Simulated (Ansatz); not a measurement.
**Magnetic orders of MnO**

All numbers below come from DFT PBE, scalar-relativistic, plane waves, PAW in Ansatz.

```
Mn O
1.0
     2.97129   -1.71698    0.00000
     2.97129    1.71698    0.00000
    -1.98463    0.00000    2.81031
Mn O
1 1
Cartesian
  1.9788 0.0000 1.4070
  3.9609 0.0000 0.7007
```

```json
{
 "plane-wave cutoff": "420 eV",
 "Γ-centred k-mesh": "16×16×16",
 "occupation rule": "Gaussian smearing, 0.1 eV",
 "list of starting moments (μB, in atom order)": "4 0",
 "check for lower electronic states after the SCF": "off"
}
```

All runs keep this geometry, which isn't relaxed for the lowest state (largest force there 0.001 eV/Å, pressure -3.9 GPa) and needn't be a stable compound; relaxing each order would shift the differences by some 300 meV/atom, going by the pressures and a bulk modulus of about 150 GPa. The large starts are 5 0 μB. The small starts are 0.5 0 μB. No Hubbard U is used, and semilocal functionals often make open-shell oxides metallic. Site moments are spin moments in atom-centred spheres that scale with the neighbour distance. The states are those that the runs reached from these starts; a lower one can exist. No antiferromagnetic start is among these.

Starts tried: no spin; ferromagnetic; large parallel starting moments; small parallel starting moments. Which state comes out lowest, and what are the moments?

The lowest state is ferromagnetic, reached from every spin-polarised start, with site moments (μB) Mn +4.02, O +0.21.

```tsv
start	ends	energy above lowest (meV/atom)	site moments (μB)	gap on mesh (eV)	P (GPa)
no spin	non-magnetic	980	none over 0.05	metal	-34.2
ferromagnetic	ferromagnetic	0.00	Mn +4.02, O +0.21	metal	-3.9
large parallel starting moments	ferromagnetic	0.00	Mn +4.02, O +0.21	metal	-3.9
small parallel starting moments	ferromagnetic	0.00	Mn +4.02, O +0.21	metal	-3.9
```

Cost: 4 runs of about 7 core-minutes in all, on Arm Neoverse V2 (shared hosts).